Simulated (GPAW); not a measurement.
# WC (Qusongite) (P-6m2) in GPAW: a series of runs

One crystal, WC (Qusongite), is run at these levels: r2SCAN, r2SCAN+U; tasks: single point.

Everything below comes from runs of GPAW 26.7.0. Logs are shortened: lines on timing, memory, paths and dates and some standing lists are left out, and cuts for length are marked. The log counts tension as positive stress, the text compression.

## (1) The structure

The structure is hexagonal, space group P-6m2 (No. 187). Conventional cell: a = 2.907 Å, b = 2.907 Å, c = 2.837 Å, α = 90.00°, β = 90.00°, γ = 120.00°. W (site symmetry -6m2) is surrounded by 6 C at 2.20 Å. Around C (site symmetry -6m2) lie 6 W at 2.20 Å.

## (2) Single point, r2SCAN

Contents of run.py:

```python
from ase.dft.bandgap import bandgap
from ase.io import read, write
from ase.units import Bohr, GPa
from gpaw import GPAW, PW
from gpaw.elf import elf_from_dft_calculation

atoms = read('WC.xyz')

calc = GPAW(mode=PW(800),
            xc='MGGA_X_R2SCAN+MGGA_C_R2SCAN',
            kpts={'size': (9, 9, 8), 'gamma': True},
            occupations={'name': 'fermi-dirac', 'width': 0.05},
            nbands=19,
            convergence={'density': 1e-05, 'energy': 1e-05},
            maxiter=150,
            txt='gpaw.txt')
atoms.calc = calc
energy = atoms.get_potential_energy()
forces = atoms.get_forces()
stress = atoms.get_stress()
calc.write('gs.gpw')
write('result.traj', atoms)
print(f'Energy: {energy:.6f} eV')
print('Forces (eV/A):')
print(forces.round(4))
print('Stress (GPa):', (stress / GPa).round(3))
print('Fermi level:', round(calc.get_fermi_level(), 4), 'eV')
print(f'Gap: {bandgap(calc)[0]:.4f} eV, direct: {bandgap(calc, direct=True)[0]:.4f} eV')

# fields on the real-space grid
write('density.cube', atoms, data=calc.get_pseudo_density() * Bohr**3)
write('potential.cube', atoms, data=calc.get_electrostatic_potential())
write('elf.cube', atoms, data=elf_from_dft_calculation(calc).data)
```

Contents of WC.xyz:

```xyz
2
Lattice="2.9065000000 0.0000000000 0.0000000000 -1.4532500000 2.5171028361 0.0000000000 0.0000000000 0.0000000000 2.8366000000" Properties=species:S:1:pos:R:3 pbc="T T T"
W      0.0000000000      0.0000000000      0.0000000000
C      1.4532500001      0.8390342786      1.4183000000
```

Potentials or basis: GPAW PAW data sets (gpaw-data 1.2.1), pw.

Run with:

```sh
$ OMP_NUM_THREADS=1 python run.py
```

gpaw.txt:

```text
__  _  _
 | _ |_)|_||  |
 |__||  | ||/\| - 26.7.0

Input parameters:
  mode=PW(ecut=800.0),
  convergence={'density': 1e-05, 'energy': 1e-05},
  kpts=MonkhorstPack(size=(9, 9, 8), gamma=True),
  maxiter=150,
  nbands=19,
  occupations=Occupations(name='fermi-dirac', width=0.05),
  xc=XC(name='MGGA_X_R2SCAN+MGGA_C_R2SCAN')

Diagonalizing LCAO Hamiltonian
Converting LCAO to pw mode

           C

       W

Atoms  # Å, Bohr magnetons
|   | symbol |        x |        y |        z |    initial magnetic moments |
|---|--------|----------|----------|----------|-----------------------------|
| 0 |      W | 0.000000 | 0.000000 | 0.000000 | ( 0.0000,  0.0000,  0.0000) |
| 1 |      C | 1.453250 | 0.839034 | 1.418300 | ( 0.0000,  0.0000,  0.0000) |

Unit cell  # Å
| periodic |         x |        y |        z |  lengths |     angles |
|----------|-----------|----------|----------|----------|------------|
|      yes |  2.906500 | 0.000000 | 0.000000 | 2.906500 |  90.000000 |
|      yes | -1.453250 | 2.517103 | 0.000000 | 2.906500 |  90.000000 |
|      yes |  0.000000 | 0.000000 | 2.836600 | 2.836600 | 120.000000 |

Number of symmetries: 12
Symmetry operations  # r_c * U_cc + t_c -> r_c
|    | kind |            matrix            |
|----|------|------------------------------|
|  0 |  σ   |  1, 1, 0,  0,-1, 0,  0, 0, 1 |
|  1 |  C2  |  1, 1, 0,  0,-1, 0,  0, 0,-1 |
|  2 |  E   |  1, 0, 0,  0, 1, 0,  0, 0, 1 |
|  3 |  σ   |  1, 0, 0,  0, 1, 0,  0, 0,-1 |
|  4 |  C3  |  0, 1, 0, -1,-1, 0,  0, 0, 1 |
|  5 |  S3  |  0, 1, 0, -1,-1, 0,  0, 0,-1 |
|  6 |  σ   |  0,-1, 0, -1, 0, 0,  0, 0, 1 |
|  7 |  C2  |  0,-1, 0, -1, 0, 0,  0, 0,-1 |
|  8 |  σ   | -1, 0, 0,  1, 1, 0,  0, 0, 1 |
|  9 |  C2  | -1, 0, 0,  1, 1, 0,  0, 0,-1 |
| 10 |  C3  | -1,-1, 0,  1, 0, 0,  0, 0, 1 |
| 11 |  S3  | -1,-1, 0,  1, 0, 0,  0, 0,-1 |

BZ-sampling:
  Number of BZ points: 648
  Number of IBZ points: 60

  Monkhorst-Pack size: [9, 9, 8]
  Monkhorst-Pack shift: [0.0, 0.0, 0.0625]

K-points  # in reciprocal-cell coordinates
|     |                                coordinates |     weight |
|-----|--------------------------------------------|------------|
|   0 | (  0.00000000,   0.00000000,   0.00000000) | 0.00154321 |
|   1 | (  0.00000000,   0.00000000,   0.12500000) | 0.00308642 |
|   2 | (  0.00000000,   0.00000000,   0.25000000) | 0.00308642 |
|   3 | (  0.00000000,   0.00000000,   0.37500000) | 0.00308642 |
|   4 | (  0.00000000,   0.00000000,   0.50000000) | 0.00154321 |
|   5 | (  0.11111111,   0.00000000,   0.00000000) | 0.00925926 |
|   6 | (  0.11111111,   0.00000000,   0.12500000) | 0.01851852 |
|   7 | (  0.11111111,   0.00000000,   0.25000000) | 0.01851852 |
|   8 | (  0.11111111,   0.00000000,   0.37500000) | 0.01851852 |
|   9 | (  0.11111111,   0.00000000,   0.50000000) | 0.00925926 |
| ... |                                            |            |
|  59 | (  0.44444444,   0.44444444,   0.50000000) | 0.00925926 |

Plane wave coefficients: 1083
Cutoff: 800.0 eV

Spin-components: 1 (collinear spins)
Bands:           19
Projectors:      11
Spin-degeneracy: 2
Datatype:        complex128

Parallelization:
  kpt:    1
  domain: 1
  band:   1

Density:
  Valence electrons: 18.0
  Components: 1
  Grid points: [20 20 20]
  Charge: 0.0  # |e|

Potential:
  Grid points: [20 20 20]

species:
  W:
    name:    Tungsten
    Z:       74.0
    valence: 14
    core:    60
    charge:  0.0  # [|e|]
    compensation charges:
      type: gauss
      rc: 0.40  # [Å]
      lmax: 2
    cutoffs:
      filter: 2.36  # [Å]
      core: 3.02  # [Å]
    projectors
    | kind |    occ | energy [eV] | rcut [Å] |
    |------|--------|-------------|----------|
    |   5s |  2.000 |     -78.830 |    1.344 |
    |   6s |  2.000 |      -5.697 |    1.344 |
    |   5p |  6.000 |     -43.233 |    1.355 |
    |   6p |  0.000 |      -1.367 |    1.355 |
    |   5d |  4.000 |      -4.494 |    1.228 |
    |    d |        |      22.717 |    1.228 |

    Using partial waves for W as LCAO basis

  C:
    name:    Carbon
    Z:       6.0
    valence: 4
    core:    2
    charge:  0.0  # [|e|]
    compensation charges:
      type: gauss
      rc: 0.20  # [Å]
      lmax: 2
    cutoffs:
      filter: 1.14  # [Å]
      core: 1.14  # [Å]
    projectors
    | kind |    occ | energy [eV] | rcut [Å] |
    |------|--------|-------------|----------|
    |   2s |  2.000 |     -13.751 |    0.635 |
    |   2p |  2.000 |      -5.284 |    0.635 |
    |    s |        |      13.461 |    0.635 |
    |    p |        |      21.927 |    0.635 |
    |    d |        |       0.000 |    0.635 |

    Using partial waves for C as LCAO basis

Reference energy: -439799.299771  # eV

eigensolver:
  PPCG
  Converge bands: occupied
  niter=2

density mixing:
  MSR1-Mixer
  Pratt-step length: 0.05
  Maximum mixing coefficient: 0.75
  Old densities: 10
  SVD Regularization: 0.005
  Good broyden scale: 1.0
  Trust region scale: 1.0
  Backstep threshold: 4.0
  History deletion threshold: 6.0
  Fourier metric: weight=20.0, sigma=0.015

occupation numbers:
  Fermi-Dirac:
    width: 0.0500  # eV

poisson solver:
  ecut: 6400.0  # eV

xc functional:
  name: MGGA_X_R2SCAN+MGGA_C_R2SCAN with 2 nearest neighbor stencil

convergence criteria:
- Maximum integral of absolute [dens]ity change: 1e-05 electrons / valence electron
- Maximum [total energy] change in last 3 cyles: 1e-05 eV / valence electron
- Maximum integral of absolute [eigenst]ate change: 4e-08 eV^2 / valence electron
maximum number of iterations: 150

SCF iterations
|iter     | |      energy | eigst |  dens |
|---------|-|-------------|-------|-------|
|iter:   1| |  -40.006283 | -0.06 |       |
|iter:   2| |  -36.386435 | -1.59 | -0.96 |
|iter:   3| |  -35.596984 | -1.68 | -1.01 |
|iter:   4| |  -35.649481 | -2.71 | -1.69 |
|iter:   5| |  -35.666588 | -3.09 | -1.93 |
|iter:   6| |  -35.667333 | -4.48 | -2.64 |
|iter:   7| |  -35.667341 | -6.05 | -3.48 |
|iter:   8| |  -35.667343c| -7.25 | -4.12 |
|iter:   9| |  -35.667343c| -8.42c| -4.80 |
|iter:  10| |  -35.667343c| -8.43c| -5.44c|

Converged in 10 steps
Energy contributions relative to reference atoms: (reference = -439799.299771)

Energy contributions:
  Kinetic:          23.526595
  Coulomb:         -24.780705
  Zero:              0.077040
  External:          0.000000
  Xc:              -34.488489
  Entropy:          -0.003567
  Spinorbit:         0.000000
  ----------------------------
  Free energy:     -35.669126
  Extrapolated:    -35.667343

dipole moment: (-4.716401, -9.768722, -10.557990)  # |e|*Ang

Fermi level: 14.009
Eigenvalues  # (at kpt = [0.000, 0.000, 0.000])
| band index |      eig [eV] | occ [0-2] |
|------------|---------------|-----------|
|          0 |       -61.744 |     2.000 |
|          1 |       -25.291 |     2.000 |
|          2 |       -25.180 |     2.000 |
|          3 |       -25.180 |     2.000 |
|          4 |        -1.184 |     2.000 |
|          5 |         9.543 |     2.000 |
[... 8 lines left out ...]
|         14 |        29.337 |     0.000 |
|         15 |        31.686 |     0.000 |
|        ... |               |           |
|         18 |        39.171 |     0.000 |

No gap
No difference between direct/indirect transitions

Forces  # eV/Ang
|       x |       y |       z |
|---------|---------|---------|
| 0.00000 | 0.00000 | 0.00000 |  # W    0
| 0.00000 | 0.00000 | 0.00000 |  # C    1

Stress tensor  # eV/Ang^3
|         x |         y |        z |
|-----------|-----------|----------|
| -0.012141 | -0.000000 | 0.000000 |
| -0.000000 | -0.012141 | 0.000000 |
|  0.000000 |  0.000000 | 0.003877 |

# Writing to gs.gpw (mode='')
```

Run time: 40 s. Hardware: 1 thread of Arm Neoverse V2, shared host; peak memory 0.31 GiB.

Results:

| Quantity | Value |
| --- | --- |
| Free energy | -35.6691 eV |
| Pressure | 1.1 GPa |
| Band gap on the k mesh | none (metal or under the smearing width) |

Stress tensor (GPa, compression positive):
```
 1.95  0.00  0.00
 0.00  1.95  0.00
 0.00  0.00 -0.62
```

Levels at points of the mesh, in eV from the Fermi level:
| k point | band 6 | band 7 | band 8 | band 9 | band 10 | band 11 | band 12 | band 13 |
| --- | --- | --- | --- | --- | --- | --- | --- | --- |
| (0.00, 0.00, 0.00) | -4.47 | -3.47 | -3.47 | 0.10 | 3.43 | 3.43 | 5.98 | 5.98 |
| (0.00, 0.00, 0.50) | -8.95 | -2.09 | -2.09 | -0.56 | -0.56 | 3.81 | 4.89 | 4.89 |

Caveat: the PAW data sets were made with another functional, which shifts forces and pressure a little.

## (3) Single point, r2SCAN+U

Changes to run.py since step 2:

```diff
@@ -2,5 +2,4 @@
 from ase.io import read, write
-from ase.units import Bohr, GPa
+from ase.units import GPa
 from gpaw import GPAW, PW
-from gpaw.elf import elf_from_dft_calculation
 
@@ -12,2 +11,3 @@
             occupations={'name': 'fermi-dirac', 'width': 0.05},
+            setups={'W': ':d,1.0'},
             nbands=19,
@@ -28,6 +28 @@
 print(f'Gap: {bandgap(calc)[0]:.4f} eV, direct: {bandgap(calc, direct=True)[0]:.4f} eV')
-
-# fields on the real-space grid
-write('density.cube', atoms, data=calc.get_pseudo_density() * Bohr**3)
-write('potential.cube', atoms, data=calc.get_electrostatic_potential())
-write('elf.cube', atoms, data=elf_from_dft_calculation(calc).data)
```

WC.xyz is that of step 2.

Potentials or basis: GPAW PAW data sets (gpaw-data 1.2.1), pw.

Run with:

```sh
$ OMP_NUM_THREADS=1 python run.py
```

gpaw.txt:

```text
__  _  _
 | _ |_)|_||  |
 |__||  | ||/\| - 26.7.0

Input parameters:
  mode=PW(ecut=800.0),
  convergence={'density': 1e-05, 'energy': 1e-05},
  kpts=MonkhorstPack(size=(9, 9, 8), gamma=True),
  maxiter=150,
  nbands=19,
  occupations=Occupations(name='fermi-dirac', width=0.05),
  setups={'W': ':d,1.0'},
  xc=XC(name='MGGA_X_R2SCAN+MGGA_C_R2SCAN')

Diagonalizing LCAO Hamiltonian
Converting LCAO to pw mode

           C

       W

Atoms  # Å, Bohr magnetons
|   | symbol |        x |        y |        z |    initial magnetic moments |
|---|--------|----------|----------|----------|-----------------------------|
| 0 |      W | 0.000000 | 0.000000 | 0.000000 | ( 0.0000,  0.0000,  0.0000) |
| 1 |      C | 1.453250 | 0.839034 | 1.418300 | ( 0.0000,  0.0000,  0.0000) |

Unit cell  # Å
| periodic |         x |        y |        z |  lengths |     angles |
|----------|-----------|----------|----------|----------|------------|
|      yes |  2.906500 | 0.000000 | 0.000000 | 2.906500 |  90.000000 |
|      yes | -1.453250 | 2.517103 | 0.000000 | 2.906500 |  90.000000 |
|      yes |  0.000000 | 0.000000 | 2.836600 | 2.836600 | 120.000000 |

Number of symmetries: 12
Symmetry operations  # r_c * U_cc + t_c -> r_c
|    | kind |            matrix            |
|----|------|------------------------------|
|  0 |  σ   |  1, 1, 0,  0,-1, 0,  0, 0, 1 |
|  1 |  C2  |  1, 1, 0,  0,-1, 0,  0, 0,-1 |
|  2 |  E   |  1, 0, 0,  0, 1, 0,  0, 0, 1 |
|  3 |  σ   |  1, 0, 0,  0, 1, 0,  0, 0,-1 |
|  4 |  C3  |  0, 1, 0, -1,-1, 0,  0, 0, 1 |
|  5 |  S3  |  0, 1, 0, -1,-1, 0,  0, 0,-1 |
|  6 |  σ   |  0,-1, 0, -1, 0, 0,  0, 0, 1 |
|  7 |  C2  |  0,-1, 0, -1, 0, 0,  0, 0,-1 |
|  8 |  σ   | -1, 0, 0,  1, 1, 0,  0, 0, 1 |
|  9 |  C2  | -1, 0, 0,  1, 1, 0,  0, 0,-1 |
| 10 |  C3  | -1,-1, 0,  1, 0, 0,  0, 0, 1 |
| 11 |  S3  | -1,-1, 0,  1, 0, 0,  0, 0,-1 |

BZ-sampling:
  Number of BZ points: 648
  Number of IBZ points: 60

  Monkhorst-Pack size: [9, 9, 8]
  Monkhorst-Pack shift: [0.0, 0.0, 0.0625]

K-points  # in reciprocal-cell coordinates
|     |                                coordinates |     weight |
|-----|--------------------------------------------|------------|
|   0 | (  0.00000000,   0.00000000,   0.00000000) | 0.00154321 |
|   1 | (  0.00000000,   0.00000000,   0.12500000) | 0.00308642 |
|   2 | (  0.00000000,   0.00000000,   0.25000000) | 0.00308642 |
|   3 | (  0.00000000,   0.00000000,   0.37500000) | 0.00308642 |
|   4 | (  0.00000000,   0.00000000,   0.50000000) | 0.00154321 |
|   5 | (  0.11111111,   0.00000000,   0.00000000) | 0.00925926 |
|   6 | (  0.11111111,   0.00000000,   0.12500000) | 0.01851852 |
|   7 | (  0.11111111,   0.00000000,   0.25000000) | 0.01851852 |
|   8 | (  0.11111111,   0.00000000,   0.37500000) | 0.01851852 |
|   9 | (  0.11111111,   0.00000000,   0.50000000) | 0.00925926 |
| ... |                                            |            |
|  59 | (  0.44444444,   0.44444444,   0.50000000) | 0.00925926 |

Plane wave coefficients: 1083
Cutoff: 800.0 eV

Spin-components: 1 (collinear spins)
Bands:           19
Projectors:      11
Spin-degeneracy: 2
Datatype:        complex128

Parallelization:
  kpt:    1
  domain: 1
  band:   1

Density:
  Valence electrons: 18.0
  Components: 1
  Grid points: [20 20 20]
  Charge: 0.0  # |e|

Potential:
  Grid points: [20 20 20]

species:
  W:
    name:    Tungsten
    Z:       74.0
    valence: 14
    core:    60
    charge:  0.0  # [|e|]
    Hubbard: {U: 1.0,  # eV
              l: 2,
              scale: True}
    compensation charges:
      type: gauss
      rc: 0.40  # [Å]
      lmax: 2
    cutoffs:
      filter: 2.36  # [Å]
      core: 3.02  # [Å]
    projectors
    | kind |    occ | energy [eV] | rcut [Å] |
    |------|--------|-------------|----------|
    |   5s |  2.000 |     -78.830 |    1.344 |
    |   6s |  2.000 |      -5.697 |    1.344 |
    |   5p |  6.000 |     -43.233 |    1.355 |
    |   6p |  0.000 |      -1.367 |    1.355 |
    |   5d |  4.000 |      -4.494 |    1.228 |
    |    d |        |      22.717 |    1.228 |

    Using partial waves for W as LCAO basis

  C:
    name:    Carbon
    Z:       6.0
    valence: 4
    core:    2
    charge:  0.0  # [|e|]
    compensation charges:
      type: gauss
      rc: 0.20  # [Å]
      lmax: 2
    cutoffs:
      filter: 1.14  # [Å]
      core: 1.14  # [Å]
    projectors
    | kind |    occ | energy [eV] | rcut [Å] |
    |------|--------|-------------|----------|
    |   2s |  2.000 |     -13.751 |    0.635 |
    |   2p |  2.000 |      -5.284 |    0.635 |
    |    s |        |      13.461 |    0.635 |
    |    p |        |      21.927 |    0.635 |
    |    d |        |       0.000 |    0.635 |

    Using partial waves for C as LCAO basis

Reference energy: -439799.299771  # eV

eigensolver:
  PPCG
  Converge bands: occupied
  niter=2

density mixing:
  MSR1-Mixer
  Pratt-step length: 0.05
  Maximum mixing coefficient: 0.75
  Old densities: 10
  SVD Regularization: 0.005
  Good broyden scale: 1.0
  Trust region scale: 1.0
  Backstep threshold: 4.0
  History deletion threshold: 6.0
  Fourier metric: weight=20.0, sigma=0.015

occupation numbers:
  Fermi-Dirac:
    width: 0.0500  # eV

poisson solver:
  ecut: 6400.0  # eV

xc functional:
  name: MGGA_X_R2SCAN+MGGA_C_R2SCAN with 2 nearest neighbor stencil

convergence criteria:
- Maximum integral of absolute [dens]ity change: 1e-05 electrons / valence electron
- Maximum [total energy] change in last 3 cyles: 1e-05 eV / valence electron
- Maximum integral of absolute [eigenst]ate change: 4e-08 eV^2 / valence electron
maximum number of iterations: 150

SCF iterations
|iter     | |      energy | eigst |  dens |
|---------|-|-------------|-------|-------|
|iter:   1| |  -38.853318 | -0.06 |       |
|iter:   2| |  -35.211565 | -1.58 | -0.95 |
|iter:   3| |  -34.373820 | -1.65 | -1.00 |
|iter:   4| |  -34.430263 | -2.68 | -1.69 |
|iter:   5| |  -34.448542 | -3.09 | -1.93 |
|iter:   6| |  -34.449425 | -4.53 | -2.62 |
|iter:   7| |  -34.449437 | -6.07 | -3.48 |
|iter:   8| |  -34.449440c| -7.12 | -4.08 |
|iter:   9| |  -34.449440c| -8.41c| -4.78 |
|iter:  10| |  -34.449440c| -8.40c| -5.40c|

Converged in 10 steps
Energy contributions relative to reference atoms: (reference = -439799.299771)

Energy contributions:
  Kinetic:          22.967161
  Coulomb:         -24.291554
  Zero:              0.087247
  External:          0.000000
  Xc:              -33.210512
  Entropy:          -0.003566
  Spinorbit:         0.000000
  ----------------------------
  Free energy:     -34.451223
  Extrapolated:    -34.449440

dipole moment: (-4.720724, -9.770717, -10.561786)  # |e|*Ang

Fermi level: 14.048
Eigenvalues  # (at kpt = [0.000, 0.000, 0.000])
| band index |      eig [eV] | occ [0-2] |
|------------|---------------|-----------|
|          0 |       -61.800 |     2.000 |
|          1 |       -25.338 |     2.000 |
|          2 |       -25.228 |     2.000 |
|          3 |       -25.228 |     2.000 |
|          4 |        -1.168 |     2.000 |
|          5 |         9.559 |     2.000 |
[... 8 lines left out ...]
|         14 |        29.342 |     0.000 |
|         15 |        31.697 |     0.000 |
|        ... |               |           |
|         18 |        39.178 |     0.000 |

No gap
No difference between direct/indirect transitions

Forces  # eV/Ang
|        x |        y |       z |
|----------|----------|---------|
|  0.00000 | -0.00000 | 0.00000 |  # W    0
| -0.00000 |  0.00000 | 0.00000 |  # C    1

Stress tensor  # eV/Ang^3
|         x |         y |         z |
|-----------|-----------|-----------|
| -0.018274 |  0.000000 |  0.000000 |
|  0.000000 | -0.018274 |  0.000000 |
|  0.000000 |  0.000000 | -0.002732 |

# Writing to gs.gpw (mode='')
```

It took 40 s on 1 thread of Arm Neoverse V2, shared host; peak memory 0.3 GiB.

Results:

```
Free energy            : -34.4512 eV
Pressure               : 2.1 GPa
Band gap on the k mesh : none (metal or under the smearing width)
```

Stress tensor (GPa, compression positive):
```
2.93 0.00 0.00
0.00 2.93 0.00
0.00 0.00 0.44
```

Caveat: the PAW data sets were made with another functional, which shifts forces and pressure a little; U without spin polarisation on a metal has little footing; the U is typed as a test and isn't derived for this compound.
